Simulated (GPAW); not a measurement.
# ZrC (P6_3/mmc) in GPAW: a series of runs

One crystal, ZrC, is run at these levels: PBEsol, PBEsol+U; tasks: band structure.

Everything below comes from runs of GPAW 26.7.0. Logs are shortened: lines on timing, memory, paths and dates and some standing lists are left out, and cuts for length are marked. The log counts tension as positive stress, the text compression.

### Step 1. The crystal as given

Symmetry: P6_3/mmc, No. 194, hexagonal system. The conventional cell has a = 3.391 Å, b = 3.391 Å, c = 5.290 Å, α = 90.00°, β = 90.00°, γ = 120.00°. Zr (site symmetry -6m2) has 6 C at 2.36 Å as nearest neighbours. C (site symmetry -3m) is surrounded by 6 Zr at 2.36 Å and 2 C at 2.65 Å.

The cell comes from a database or a generator and needn't be the stable form of this composition.

### Step 2. Band structure, PBEsol

run.py reads:

```python
from ase import Atoms
from ase.dft.bandgap import bandgap
from ase.io import write
from ase.units import GPa
from gpaw import GPAW, PW, setup_paths

setup_paths.insert(0, '.')

atoms = Atoms(['Zr', 'Zr', 'C', 'C'],
              cell=[[3.3914762718, 0.0, 0.0],
                    [-1.6957381359, 2.9371046077, 0.0],
                    [0.0, 0.0, 5.290053]],
              scaled_positions=[[0.6666666667, 0.3333333333, 0.75],
                                [0.3333333333, 0.6666666667, 0.25],
                                [0.0, 0.0, 0.5],
                                [0.0, 0.0, 0.0]],
              pbc=True)

calc = GPAW(mode=PW(800),
            xc='PBEsol',
            kpts={'size': (7, 7, 4), 'gamma': True},
            occupations={'name': 'fermi-dirac', 'width': 0.05},
            nbands=31,
            convergence={'density': 1e-05, 'energy': 1e-05},
            maxiter=150,
            txt='gpaw.txt')
atoms.calc = calc
energy = atoms.get_potential_energy()
forces = atoms.get_forces()
stress = atoms.get_stress()
calc.write('gs.gpw')
write('result.traj', atoms)
print(f'Energy: {energy:.6f} eV')
print('Forces (eV/A):')
print(forces.round(4))
print('Stress (GPa):', (stress / GPa).round(3))
print('Fermi level:', round(calc.get_fermi_level(), 4), 'eV')
print(f'Gap: {bandgap(calc)[0]:.4f} eV, direct: {bandgap(calc, direct=True)[0]:.4f} eV')

path = atoms.cell.bandpath('GMKGALHA,LM,KH', npoints=60, eps=1e-4)
bs_calc = calc.fixed_density(kpts=path, symmetry='off', nbands=46,
                             convergence={'bands': 'CBM+6.0', 'eigenstates': 1e-6}, txt='bands.txt')
bs = bs_calc.band_structure()
bs.write('bs.json')
print(f'Gap on the path: {bandgap(bs_calc)[0]:.4f} eV')
```

Potentials or basis: PAW data sets generated in the run's folder for this functional, pw.

On the command line:

```sh
$ gpaw-setup -f PBEsol C Zr
$ OMP_NUM_THREADS=1 python run.py
```

gpaw.txt:

```text
__  _  _
 | _ |_)|_||  |
 |__||  | ||/\| - 26.7.0

Input parameters:
  mode=PW(ecut=800.0),
  convergence={'density': 1e-05, 'energy': 1e-05},
  kpts=MonkhorstPack(size=(7, 7, 4), gamma=True),
  maxiter=150,
  nbands=31,
  occupations=Occupations(name='fermi-dirac', width=0.05),
  xc=XC(name='PBEsol')

Diagonalizing LCAO Hamiltonian
Converting LCAO to pw mode

            Zr

       C Zr

       C

Atoms  # Å, Bohr magnetons
|   | symbol |         x |        y |        z |    initial magnetic moments |
|---|--------|-----------|----------|----------|-----------------------------|
| 0 |     Zr |  1.695738 | 0.979035 | 3.967540 | ( 0.0000,  0.0000,  0.0000) |
| 1 |     Zr | -0.000000 | 1.958070 | 1.322513 | ( 0.0000,  0.0000,  0.0000) |
| 2 |      C |  0.000000 | 0.000000 | 2.645027 | ( 0.0000,  0.0000,  0.0000) |
| 3 |      C |  0.000000 | 0.000000 | 0.000000 | ( 0.0000,  0.0000,  0.0000) |

Unit cell  # Å
| periodic |         x |        y |        z |  lengths |     angles |
|----------|-----------|----------|----------|----------|------------|
|      yes |  3.391476 | 0.000000 | 0.000000 | 3.391476 |  90.000000 |
|      yes | -1.695738 | 2.937105 | 0.000000 | 3.391476 |  90.000000 |
|      yes |  0.000000 | 0.000000 | 5.290053 | 5.290053 | 120.000000 |

Number of symmetries: 12
Symmetry operations  # r_c * U_cc + t_c -> r_c
|    | kind |            matrix            |
|----|------|------------------------------|
|  0 |  σ   |  1, 1, 0,  0,-1, 0,  0, 0, 1 |
|  1 |  S6  |  1, 1, 0, -1, 0, 0,  0, 0,-1 |
|  2 |  E   |  1, 0, 0,  0, 1, 0,  0, 0, 1 |
|  3 |  C2  |  1, 0, 0, -1,-1, 0,  0, 0,-1 |
|  4 |  C2  |  0, 1, 0,  1, 0, 0,  0, 0,-1 |
|  5 |  C3  |  0, 1, 0, -1,-1, 0,  0, 0, 1 |
|  6 |  S6  |  0,-1, 0,  1, 1, 0,  0, 0,-1 |
|  7 |  σ   |  0,-1, 0, -1, 0, 0,  0, 0, 1 |
|  8 |  σ   | -1, 0, 0,  1, 1, 0,  0, 0, 1 |
|  9 |  i   | -1, 0, 0,  0,-1, 0,  0, 0,-1 |
| 10 |  C3  | -1,-1, 0,  1, 0, 0,  0, 0, 1 |
| 11 |  C2  | -1,-1, 0,  0, 1, 0,  0, 0,-1 |

BZ-sampling:
  Number of BZ points: 196
  Number of IBZ points: 28

  Monkhorst-Pack size: [7, 7, 4]
  Monkhorst-Pack shift: [0.0, 0.0, 0.125]

K-points  # in reciprocal-cell coordinates
|     |                                coordinates |     weight |
|-----|--------------------------------------------|------------|
|   0 | (  0.00000000,   0.00000000,   0.00000000) | 0.00510204 |
|   1 | (  0.00000000,   0.00000000,   0.25000000) | 0.01020408 |
|   2 | (  0.00000000,   0.00000000,   0.50000000) | 0.00510204 |
|   3 | (  0.14285714,   0.00000000,  -0.25000000) | 0.03061224 |
|   4 | (  0.14285714,   0.00000000,   0.00000000) | 0.03061224 |
|   5 | (  0.14285714,   0.00000000,   0.25000000) | 0.03061224 |
|   6 | (  0.14285714,   0.00000000,   0.50000000) | 0.03061224 |
|   7 | (  0.28571429,  -0.14285714,   0.00000000) | 0.03061224 |
|   8 | (  0.28571429,  -0.14285714,   0.25000000) | 0.06122449 |
|   9 | (  0.28571429,  -0.14285714,   0.50000000) | 0.03061224 |
| ... |                                            |            |
|  27 | (  0.42857143,   0.42857143,   0.50000000) | 0.03061224 |

Plane wave coefficients: 2726
Cutoff: 800.0 eV

Spin-components: 1 (collinear spins)
Bands:           31
Projectors:      22
Spin-degeneracy: 2
Datatype:        complex128

Parallelization:
  kpt:    1
  domain: 1
  band:   1

Density:
  Valence electrons: 32.0
  Components: 1
  Grid points: [24 24 35]
  Charge: 0.0  # |e|

Potential:
  Grid points: [24 24 35]

species:
  Zr:
    name:    Zirconium
    Z:       40.0
    valence: 12
    core:    28
    charge:  0.0  # [|e|]
    compensation charges:
      type: gauss
      rc: 0.40  # [Å]
      lmax: 2
    cutoffs:
      filter: 2.39  # [Å]
      core: 1.59  # [Å]
    projectors
    | kind |    occ | energy [eV] | rcut [Å] |
    |------|--------|-------------|----------|
    |   4s |  2.000 |     -54.429 |    1.323 |
    |   5s |  2.000 |      -4.463 |    1.323 |
    |   4p |  6.000 |     -32.434 |    1.334 |
    |   5p |  0.000 |      -1.454 |    1.334 |
    |   4d |  2.000 |      -3.613 |    1.244 |
    |    d |        |      23.598 |    1.244 |

    Using partial waves for Zr as LCAO basis

  C:
    name:    Carbon
    Z:       6.0
    valence: 4
    core:    2
    charge:  0.0  # [|e|]
    compensation charges:
      type: gauss
      rc: 0.20  # [Å]
      lmax: 2
    cutoffs:
      filter: 1.14  # [Å]
      core: 1.14  # [Å]
    projectors
    | kind |    occ | energy [eV] | rcut [Å] |
    |------|--------|-------------|----------|
    |   2s |  2.000 |     -13.648 |    0.635 |
    |   2p |  2.000 |      -5.232 |    0.635 |
    |    s |        |      13.563 |    0.635 |
    |    p |        |      21.979 |    0.635 |
    |    d |        |       0.000 |    0.635 |

    Using partial waves for C as LCAO basis

Reference energy: -197721.625692  # eV

eigensolver:
  PPCG
  Converge bands: occupied
  niter=2

density mixing:
  MSR1-Mixer
  Pratt-step length: 0.05
  Maximum mixing coefficient: 0.75
  Old densities: 10
  SVD Regularization: 0.005
  Good broyden scale: 1.0
  Trust region scale: 1.0
  Backstep threshold: 4.0
  History deletion threshold: 6.0
  Fourier metric: weight=20.0, sigma=0.015

occupation numbers:
  Fermi-Dirac:
    width: 0.0500  # eV

poisson solver:
  ecut: 6400.0  # eV

xc functional:
  name: PBEsol with 2 nearest neighbor stencil

convergence criteria:
- Maximum integral of absolute [dens]ity change: 1e-05 electrons / valence electron
- Maximum [total energy] change in last 3 cyles: 1e-05 eV / valence electron
- Maximum integral of absolute [eigenst]ate change: 4e-08 eV^2 / valence electron
maximum number of iterations: 150

SCF iterations
|iter     | |      energy | eigst |  dens |
|---------|-|-------------|-------|-------|
|iter:   1| |  -41.423459 | +0.17 |       |
|iter:   2| |  -40.334621 | -1.39 | -0.84 |
|iter:   3| |  -38.284020 | -0.99 | -0.92 |
|iter:   4| |  -38.279976 | -2.75 | -1.60 |
|iter:   5| |  -38.284519 | -3.07 | -1.82 |
|iter:   6| |  -38.284602 | -4.52 | -2.82 |
|iter:   7| |  -38.284614c| -5.79 | -3.45 |
|iter:   8| |  -38.284616c| -7.09 | -4.02 |
|iter:   9| |  -38.284615c| -7.56c| -4.19 |
|iter:  10| |  -38.284615c| -8.63c| -5.32c|

Converged in 10 steps
Energy contributions relative to reference atoms: (reference = -197721.625692)

Energy contributions:
  Kinetic:          17.216562
  Coulomb:         -22.024451
  Zero:              0.739305
  External:          0.000000
  Xc:              -34.214283
  Entropy:          -0.003494
  Spinorbit:         0.000000
  ----------------------------
  Free energy:     -38.286361
  Extrapolated:    -38.284615

dipole moment: (-6.753401, -11.697234, -10.534010)  # |e|*Ang

Fermi level: 10.445
Eigenvalues  # (at kpt = [0.000, 0.000, 0.000])
| band index |      eig [eV] | occ [0-2] |
|------------|---------------|-----------|
|          0 |       -37.781 |     2.000 |
|        ... |               |           |
|          7 |       -15.480 |     2.000 |
|          8 |        -1.304 |     2.000 |
|          9 |         2.395 |     2.000 |
|         10 |         4.575 |     2.000 |
|         11 |         7.668 |     2.000 |
|         12 |         7.668 |     2.000 |
[... 8 lines left out ...]
|         21 |        13.688 |     0.000 |
|         22 |        14.792 |     0.000 |
|        ... |               |           |
|         30 |        24.079 |     0.000 |

No gap
No difference between direct/indirect transitions

Forces  # eV/Ang
|        x |        y |        z |
|----------|----------|----------|
| -0.00000 | -0.00000 | -0.00000 |  # Zr   0
|  0.00000 |  0.00000 |  0.00000 |  # Zr   1
| -0.00000 | -0.00000 |  0.00000 |  # C    2
|  0.00000 | -0.00000 |  0.00000 |  # C    3

Stress tensor  # eV/Ang^3
|        x |        y |        z |
|----------|----------|----------|
| 0.062120 | 0.000000 | 0.000000 |
| 0.000000 | 0.062120 | 0.000000 |
| 0.000000 | 0.000000 | 0.039805 |

# Writing to gs.gpw (mode='')
```

bands.txt:

```text
Diagonalizing LCAO Hamiltonian
Converting LCAO to pw mode
convergence criteria:
- Maximum integral of absolute [eigenst]ate change: 1e-06 eV^2 / valence electron
maximum number of iterations: 150

SCF iterations
|iter     | |      energy | eigst |  dens |
|---------|-|-------------|-------|-------|
|iter:   1| |             | +0.94 |       |
[... 65 lines left out ...]
         [0.5       , 0.        , 0.2       ],
         [0.5       , 0.        , 0.1       ],
         [0.5       , 0.        , 0.        ],
         [0.33333333, 0.33333333, 0.        ],
         [0.33333333, 0.33333333, 0.125     ],
         [0.33333333, 0.33333333, 0.25      ],
         [0.33333333, 0.33333333, 0.375     ],
         [0.33333333, 0.33333333, 0.5       ]])),
  maxiter=150,
  nbands=46,
  occupations=Occupations(name='fermi-dirac', width=0.05),
  symmetry=Symmetry(point_group=False, time_reversal=False),
  xc=XC(name='PBEsol')
```

Run time: 1.9 min. Hardware: 1 thread of Arm Neoverse V2, shared host; peak memory 0.42 GiB.

What came out:

```yaml
Free_energy: -38.2864 eV
Pressure: -8.8 GPa
Band_gap_along_the_path: none (metal or under the smearing width)
```

Levels at the corners of the path, in eV from the Fermi level:
```
point  band 14  band 15  band 16  band 17  band 18  band 19
    Γ    -1.06    -1.06     0.95     1.25     1.25     1.65
    M    -2.82    -1.49    -0.76     1.54     4.09     4.24
    K    -3.13    -3.13     0.58     1.06     1.06     4.28
    Γ    -1.06    -1.06     0.95     1.25     1.25     1.65
    A    -2.39    -2.39    -2.39     3.40     3.40     3.40
    L    -2.70    -2.08    -2.08     1.46     1.46     4.03
    H    -2.15    -1.81    -1.81     1.76     1.76     3.02
    A    -2.39    -2.39    -2.39     3.40     3.40     3.40
    L    -2.70    -2.08    -2.08     1.46     1.46     4.03
    M    -2.82    -1.49    -0.76     1.54     4.09     4.24
    K    -3.13    -3.13     0.58     1.06     1.06     4.28
    H    -2.15    -1.81    -1.81     1.76     1.76     3.02
```

### Step 3. Band structure, PBEsol+U

Edit run.py of step 2 so:

```diff
@@ -22,2 +22,3 @@
             occupations={'name': 'fermi-dirac', 'width': 0.05},
+            setups={'Zr': ':d,1.0'},
             nbands=31,
```

Potentials or basis: PAW data sets generated in the run's folder for this functional, pw.

On the command line:

```sh
$ gpaw-setup -f PBEsol C Zr
$ OMP_NUM_THREADS=1 python run.py
```

Wall time 1.8 min (1 thread of Arm Neoverse V2, shared host); peak memory 0.42 GiB.

Results (log left out):

* Free energy: -36.6057 eV
* Pressure: -6.3 GPa
* Band gap along the path: none (metal or under the smearing width)

Stress tensor (GPa, compression positive):
```
-7.72  0.00  0.00
 0.00 -7.72  0.00
 0.00  0.00 -3.59
```

Levels at the corners of the path, in eV from the Fermi level:
| point | band 12 | band 13 | band 14 | band 15 | band 16 | band 17 | band 18 | band 19 | band 20 | band 21 |
| --- | --- | --- | --- | --- | --- | --- | --- | --- | --- | --- |
| Γ | -2.82 | -2.82 | -1.12 | -1.12 | 1.00 | 1.29 | 1.29 | 1.66 | 1.66 | 2.28 |
| M | -3.54 | -3.21 | -2.91 | -1.53 | -0.86 | 1.47 | 4.12 | 4.21 | 4.32 | 4.79 |
| K | -3.49 | -3.49 | -3.21 | -3.21 | 0.55 | 1.05 | 1.05 | 4.41 | 4.41 | 5.01 |
| Γ | -2.82 | -2.82 | -1.12 | -1.12 | 1.00 | 1.29 | 1.29 | 1.66 | 1.66 | 2.28 |
| A | -2.74 | -2.43 | -2.43 | -2.43 | -2.43 | 3.46 | 3.46 | 3.46 | 3.46 | 3.97 |
| L | -3.68 | -2.74 | -2.74 | -2.15 | -2.15 | 1.38 | 1.38 | 4.12 | 4.12 | 4.80 |
| H | -4.49 | -2.20 | -2.20 | -1.96 | -1.96 | 1.76 | 1.76 | 3.09 | 3.09 | 6.45 |
| A | -2.74 | -2.43 | -2.43 | -2.43 | -2.43 | 3.46 | 3.46 | 3.46 | 3.46 | 3.97 |
| L | -3.68 | -2.74 | -2.74 | -2.15 | -2.15 | 1.38 | 1.38 | 4.12 | 4.12 | 4.80 |
| M | -3.54 | -3.21 | -2.91 | -1.53 | -0.86 | 1.47 | 4.12 | 4.21 | 4.32 | 4.79 |
| K | -3.49 | -3.49 | -3.21 | -3.21 | 0.55 | 1.05 | 1.05 | 4.41 | 4.41 | 5.01 |
| H | -4.49 | -2.20 | -2.20 | -1.96 | -1.96 | 1.76 | 1.76 | 3.09 | 3.09 | 6.45 |

Caveat: U without spin polarisation on a metal has little footing; the U is typed as a test and isn't derived for this compound.

### Step 4. Band structure, PBEsol+U

Edit run.py of step 3 so:

```diff
@@ -22,3 +22,3 @@
             occupations={'name': 'fermi-dirac', 'width': 0.05},
-            setups={'Zr': ':d,1.0'},
+            setups={'Zr': ':d,2.0'},
             nbands=31,
```

On the command line:

```sh
$ gpaw-setup -f PBEsol C Zr
$ OMP_NUM_THREADS=1 python run.py
```

It took 1.9 min on 1 thread of Arm Neoverse V2, shared host; peak memory 0.42 GiB.

Results (log left out):

| Item | Value |
| --- | --- |
| Free energy | -34.9664 eV |
| Pressure | -3.8 GPa |
| Band gap along the path | none (metal or under the smearing width) |

Stress tensor (GPa, compression positive):
```
-5.39  0.00  0.00
 0.00 -5.39  0.00
 0.00  0.00 -0.65
```

Levels at the corners of the path, in eV from the Fermi level:
| point | band 14 | band 15 | band 16 | band 17 | band 18 | band 19 |
| --- | --- | --- | --- | --- | --- | --- |
| Γ | -1.18 | -1.18 | 1.06 | 1.35 | 1.35 | 1.68 |
| M | -3.01 | -1.57 | -0.97 | 1.39 | 4.11 | 4.17 |
| K | -3.29 | -3.29 | 0.51 | 1.04 | 1.04 | 4.55 |
| Γ | -1.18 | -1.18 | 1.06 | 1.35 | 1.35 | 1.68 |
| A | -2.47 | -2.47 | -2.47 | 3.52 | 3.52 | 3.52 |
| L | -2.78 | -2.22 | -2.22 | 1.31 | 1.31 | 4.22 |
| H | -2.26 | -2.11 | -2.11 | 1.77 | 1.77 | 3.17 |
| A | -2.47 | -2.47 | -2.47 | 3.52 | 3.52 | 3.52 |
| L | -2.78 | -2.22 | -2.22 | 1.31 | 1.31 | 4.22 |
| M | -3.01 | -1.57 | -0.97 | 1.39 | 4.11 | 4.17 |
| K | -3.29 | -3.29 | 0.51 | 1.04 | 1.04 | 4.55 |
| H | -2.26 | -2.11 | -2.11 | 1.77 | 1.77 | 3.17 |

Caveat: U without spin polarisation on a metal has little footing; the U is typed as a test and isn't derived for this compound.

### Step 5. Summary

```tsv
level	U	pressure (GPa)
PBEsol	-	-8.8
PBEsol+U	Zr d U = 1 eV	-6.3
PBEsol+U	Zr d U = 2 eV	-3.8
```

Alike in all rows: task band structure; potentials or basis PAW data sets generated in the run's folder for this functional, pw; no spin polarisation; cell as given; k mesh 7 × 7 × 4; cutoff (eV) 800; smearing fermi-dirac 0.05 eV.

The pressure there spans -8.8 GPa (PBEsol) to -3.8 GPa (PBEsol+U); a positive pressure means that this level wants a larger cell, a negative one a smaller.

Caveats: U without spin polarisation on a metal has little footing (some runs); the U is typed as a test and isn't derived for this compound (some runs).

Total energies depend on the potentials used, so only differences within one code and one set of settings carry meaning.
